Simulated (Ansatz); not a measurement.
# Co (P-3m1) in Ansatz: a series of runs

One crystal, Co, is run at these levels: LDA, BLYP+D3(BJ), revPBE, BLYP+D4; tasks: relaxation of cell and atoms.

Everything below comes from runs of Ansatz 0.2.0. Logs are shortened: lines on timing, memory, paths and dates and some standing lists are left out, and cuts for length are marked.

## 1. The structure

It takes space group P-3m1 (No. 164, trigonal). Conventional cell: a = 2.487 Å, b = 2.487 Å, c = 4.063 Å, α = 90.00°, β = 90.00°, γ = 120.00°. Co (site symmetry 3m) is surrounded by 12 Co at 2.42 to 2.55 Å.

## 2. Relaxation of cell and atoms, LDA, collinear spin, ferromagnetic start

input.yaml

```yaml
crystal:
  lattice:
    - [2.4873648738, 0.0, 0.0]
    - [-1.2436824369, 2.1541211692, 0.0]
    - [0.0, 0.0, 4.0632895034]
  atoms:
    - { symbol: Co, position: [0.3333333333, 0.6666666667, 0.740139], spin: 2.0 }
    - { symbol: Co, position: [0.6666666667, 0.3333333333, 0.259861], spin: 2.0 }
hamiltonian:
  xc: lda
  pseudopotentials: { kind: paw }
magnetization:
  spin_polarized: true
kpoints:
  mp_grid: { grid: [12, 12, 7] }
scf:
  occupations: { method: fermi_dirac, width: 0.05 }
output:
  forces: true
  stress: true
  eigenvalues: true
relax:
  f_tol: 0.01
  max_steps: 40
  cell: { stress_tol: 0.05 }
```

Potentials or basis: Ansatz PAW.

Started as:

```bash
$ ansatz run input.yaml --threads 2 --pin off --max-ram 5632MiB --backend cpu --events-out ev --progress --plain --runs-dir out
```

The program printed:

```text
Warning: RAYON_NUM_THREADS=2 ignored (pool sized by the plan → 2); use --threads N
Engine: ansatz 0.2.0, x86_64-unknown-linux-gnu
Pseudopotentials: kind: paw
Pseudopotential: Co, paw, valence charge 17, recommended cutoff 420 eV (normal), Co.paw.azcp
Functional definition: SPW92
  exchange = slater_x
  correlation = pw_c
Crystal: 2 atoms, lattice volume = 21.771 Å³
Basis set: ecut = 420 eV, 391 PW (Γ)
Bands: 23, of which v1, the nominal top of the filled ones, is band 17 counted from 1 (16 counted from 0)
Symmetry: 12 space group operations
Space group: P-3m1 (ITA 164), of the structure as read, at distance tolerance 2.8e-5 Å
Magnetic group: BNS 164.85 (UNI 1315), of the structure as read, at distance tolerance 2.8e-5 Å
k-points: 112 of 1008
Non-local potential: Co, projectors of the file, l = 0: 3, l = 1: 2, l = 2: 3, l = 3: 1
PAW form: soft (Blöchl's): semilocal exchange-correlation on the pseudo side does not see the compensation charge
PAW frozen core: Co, regenerated for the run's functional, and the local potential with it (the file was generated under x = pbe(κ = 0.804, μ = 0.2195149727645171), c = pbe(β = 0.06672455060314922))
PAW one-centre angular grid: Co, 590 points (default); XC on 64 Gauss nodes
Initial density: superposition of atomic densities (chi_scale 0.1, normalization cell)
Starting moments: Σ|m| = 4 μB on 2 of 2 sites
Initial wavefunctions: pseudopotential atomic-orbital guess
Functional: x = slater, c = lda
SCF iter   1: F=—  HF=-10124.944478 eV  |F-HF|=—  |Δ(HF+E_count)|=         —  Δρ=9.53e-2 (↑6.07e-2 ↓9.53e-2)  dr2=2.94e0  dr2_m=8.29e-2  M=3.570 μB ∫|m|=3.700 μB  β_m=0.30  ethr=3.10e-3  ⟨swp⟩=5.4  Hψ=19440  notcnv=0
Mixer restart at iter 1: flushing history
preconditioner: auto → none  [metal: Δε(μ)=0.020 eV  Ē_g=9.158 eV  σ=0.050 eV  W_gap=0.10  n_scr=8 (ndim 8)  ℏωp=33.8 eV  f_vac=0.000  D(μ)=1.21/eV (n_scr^D=10)  sad-step TF]
SCF iter   2: F=—  HF=-10124.002488 eV  |F-HF|=—  |Δ(HF+E_count)|=   9.42e-1  Δρ=3.35e-2 (↑1.07e-2 ↓3.35e-2)  dr2=2.19e-1  dr2_m=6.13e-2  M=3.553 μB ∫|m|=3.711 μB  β_m=0.35  ethr=3.10e-3  ⟨swp⟩=2.5  Hψ=10628  notcnv=0  defer=139
SCF iter   3: F=—  HF=-10124.565128 eV  |F-HF|=—  |Δ(HF+E_count)|=         —  Δρ=1.23e-2 (↑1.01e-2 ↓1.23e-2)  dr2=1.62e-2  dr2_m=1.44e-2  M=3.380 μB ∫|m|=3.558 μB  β_m=0.35  ethr=6.45e-4  ⟨swp⟩=2.1  Hψ=7267  notcnv=0  defer=139
Mixer restart at iter 3: flushing history
SCF iter   4: F=—  HF=-10124.950826 eV  |F-HF|=—  |Δ(HF+E_count)|=   3.86e-1  Δρ=1.16e-2 (↑6.83e-3 ↓1.16e-2)  dr2=8.75e-3  dr2_m=1.38e-2  M=3.320 μB ∫|m|=3.512 μB  β_m=0.65  ethr=4.75e-5  ⟨swp⟩=2.2  Hψ=9574  notcnv=0  defer=139
SCF iter   5: F=—  HF=-10125.341539 eV  |F-HF|=—  |Δ(HF+E_count)|=   3.91e-1  Δρ=1.13e-2 (↑3.56e-3 ↓1.13e-2)  dr2=1.74e-2  dr2_m=8.36e-3  M=3.227 μB ∫|m|=3.440 μB  β_m=0.83  ethr=2.57e-5  ⟨swp⟩=2.2  Hψ=10770  notcnv=0  defer=110
SCF iter   6: F=—  HF=-10125.412546 eV  |F-HF|=—  |Δ(HF+E_count)|=   7.10e-2  Δρ=1.09e-2 (↑1.09e-2 ↓2.55e-3)  dr2=1.45e-2  dr2_m=4.79e-3  M=3.185 μB ∫|m|=3.405 μB  β_m=0.75  ethr=2.57e-5  ⟨swp⟩=2.0  Hψ=10804  notcnv=0  defer=98
SCF iter   7: F=—  HF=-10125.409689 eV  |F-HF|=—  |Δ(HF+E_count)|=   2.86e-3  Δρ=2.66e-3 (↑2.66e-3 ↓1.33e-3)  dr2=2.11e-3  dr2_m=9.37e-5  M=3.168 μB ∫|m|=3.389 μB  β_m=0.88  ethr=2.57e-5  ⟨swp⟩=2.7  Hψ=9824  notcnv=0  defer=71
[... 103 lines left out ...]
SCF converged after 8 iterations
Magnetization: 2.9841 μB (18.4920 up, 15.5080 down)
Absolute magnetization: 3.1737 μB (∫|ρ↑−ρ↓|, with the PAW one-centre terms)
Spin contamination: 0.0299 ħ² per cell (⟨S²⟩ above its minimum at these occupations)
Per-site moments (μB) at R_I (Å): [(1.5360554485160351, 0.9934535620205628), (1.5360554485160354, 0.9934535620205628)]
Free energy (F): -10125.541717 eV
Harris-Foulkes:  -10125.541717 eV  (|F-HF|=1.82e-12)
Internal energy: -10125.529058 eV  (E = F + TS)
E sigma→0 (E₀):  -10125.535387 eV
Entropy (-TS):   -0.012659 eV (-6.329 meV/atom)
Fermi energy:    20.127842 eV
--- Per-component energies (eV) ---
  E_band       = -433.161557
  E_kinetic    = 912.964692
  E_local      = -5438.135672  (includes V_loc(G=0)·N_el)
  E_nonlocal   = 918.482112
  E_hartree    = 2282.038357
  E_xc         = -317.097183
  E_vxc        = -411.686561  (∫ρ·V_xc dr)
  E_paw        = -2905.181040  (= ΣΔE_a)
  E_vpaw       = -978.862832  (= ΣTr[D̂ρ^β])
  E_aug_tail   = 0.000080  (compensation charges beyond the density's cutoff)
  E_ewald      = -5579.436905
  E_core_change = 0.836501  (= ΣΔE_core)
  E_smearing   = -0.012659  (= −TS)
  E_closure    = -0.000000  (closes the sum)
  Σ components = -10125.541717   (vs F -10125.541717, Δ=0.00e0)
--- Forces (eV/Å), atoms counted from 1 ---
  atom   1  Co     0.00000000    -0.00000000    -0.00011172
  atom   2  Co    -0.00000000     0.00000000     0.00011172
  max |Σ_I F_I| component: 9.25e-18 eV/Å
--- Stress (GPa, compression-positive) ---
       -0.001437       0.000000      -0.000000
        0.000000      -0.001437      -0.000000
       -0.000000      -0.000000      -0.000873
  P = ⅓ Tr σ = -0.0012 GPa (-0.012 kbar)
--- Band table (eV; the first three rows and the last of 224) ---
  k-point 0 ↑: bands = ["-75.0489", "-74.9632", "-38.9068", "-38.5197", "-38.5197", "-38.4541", "-38.4541", "-38.4492", "10.6185", "14.5941", "17.5049", "17.5210", "17.5210", "17.8920", "17.8920", "18.2974", "18.2974", "19.5901", "19.5901", "19.9520", "27.2834", "42.5719", "45.6614"]
  k-point 1 ↑: bands = ["-75.0447", "-74.9674", "-38.8845", "-38.5165", "-38.5165", "-38.4722", "-38.4574", "-38.4574", "10.8387", "14.5508", "17.4419", "17.4608", "17.4608", "17.8265", "17.8265", "18.4435", "18.4435", "19.1979", "19.5780", "19.5780", "28.4537", "42.4599", "44.7888"]
  k-point 2 ↑: bands = ["-75.0328", "-74.9793", "-38.8219", "-38.5367", "-38.5074", "-38.5074", "-38.4665", "-38.4665", "11.4768", "14.2885", "17.2830", "17.3886", "17.3886", "17.6706", "17.6706", "17.9251", "18.7548", "18.7548", "19.5131", "19.5131", "31.0882", "41.1155", "43.0293"]
  k-point 111 ↓: bands = ["-73.1266", "-73.1266", "-37.0588", "-37.0588", "-36.9799", "-36.9468", "-36.7634", "-36.7634", "17.1320", "17.2270", "17.2270", "17.2447", "18.2002", "18.2002", "19.7191", "20.0053", "21.2629", "21.2629", "26.9962", "26.9962", "28.1810", "29.5018", "31.3224"]
--- Relaxed structure (6 steps of the walk, 6 accepted, 2 SCFs on fresh bases) ---
  F+E_penalty+E_count = -10125.54171680 eV   max|allowed force component| = 1.117e-4 eV/Å   (the final SCF, on the basis selected at the relaxed cell)
  cell:  # Å, volume = 19.9914 Å³
    - [2.4275782398484034, 4.4319817810414e-34, -1.1048575461708726e-17]
    - [-1.2137891199242017, 2.1023444253830306, 5.524287730854366e-18]
    - [-1.80486430333859e-17, 6.259063187027672e-33, 3.9171036858846904]
  atoms:
    - { symbol: Co, position: [0.33333333333333326, 0.6666666666666665, 0.7500015324438818] }
    - { symbol: Co, position: [0.6666666666666665, 0.33333333333333326, 0.24999846755611832] }
```

It took 68 s on 2 threads of Intel Xeon at 2.50GHz (Skylake/Cascade Lake), shared host; peak memory 0.41 GiB.

What came out:

```yaml
Free_energy: -10125.5417 eV
Relaxed_volume: 10.00 Å³/atom
Relaxed_cell: a = 2.428 Å, b = 2.428 Å, c = 3.917 Å, α = 90.00°, β = 90.00°, γ = 120.00°
Space_group_after_relaxing_to_0.05_Å: P6_3/mmc (No. 194)
Energy_gained_by_relaxing: 66.1 meV/atom
Ionic_steps: 8
Pressure_after_relaxing: 0.0 GPa
Band_gap_on_the_k_mesh: none (metal or under the smearing width)
Net_moment: 2.98 μB per cell
Absolute_moment: 3.17 μB per cell
Site_moments: Co +1.54 μB
```

The path:
| step | energy change (eV) | largest force (eV/Å) | volume (Å³) |
| --- | --- | --- | --- |
| 1 | 0.0000 | 0.4079 | 21.77 |
| 2 | -0.1003 | 0.3766 | 20.75 |
| 3 | -0.1302 | 0.0660 | 19.70 |
| 4 | -0.1343 | 0.0018 | 20.00 |
| 5 | -0.1343 | 0.0006 | 20.01 |
| 6 | -0.1323 | 0.0007 | 20.01 |
| 7 | -0.1323 | 0.0001 | 19.99 |
| 8 | -0.1323 | 0.0001 | 19.99 |

Final structure:
```
Co
1.0
     2.42758    0.00000    0.00000
    -1.21379    2.10234    0.00000
     0.00000    0.00000    3.91710
Co
2
Direct
  0.33333 0.66667 0.75000
  0.66667 0.33333 0.25000
```

Levels at points of the mesh, in eV from the Fermi level:
Spin up:
```
            k point  band 14  band 15  band 16  band 17  band 18  band 19  band 20  band 21  band 22  band 23
 (0.00, 0.00, 0.00)    -2.24    -2.24    -1.83    -1.83    -0.54    -0.54    -0.18     7.16    22.44    25.53
(0.00, -0.50, 0.00)    -2.52    -2.14    -0.40    -0.27    -0.22     1.61     3.77    10.29    11.00    13.53
```
Spin down:
| k point | band 11 | band 12 | band 13 | band 14 | band 15 | band 16 | band 17 | band 18 | band 19 | band 20 |
| --- | --- | --- | --- | --- | --- | --- | --- | --- | --- | --- |
| (0.00, 0.00, 0.00) | -1.18 | -1.18 | -1.18 | -0.76 | -0.76 | -0.29 | -0.29 | -0.01 | 1.11 | 1.11 |
| (0.00, -0.50, 0.00) | -3.69 | -1.97 | -1.37 | -1.21 | -0.75 | 1.25 | 1.41 | 1.44 | 2.81 | 4.74 |

Caveat: the plane-wave basis is chosen anew once the cell has moved, so the energies of steps on either side of that aren't comparable; the pressure holds a Pulay correction of +0.3 GPa for the finite cutoff; the PAW data sets come from PBE, with cores solved anew for the run's functional, which leaves a small shift of forces and pressure.

[end of part 1 of 2]
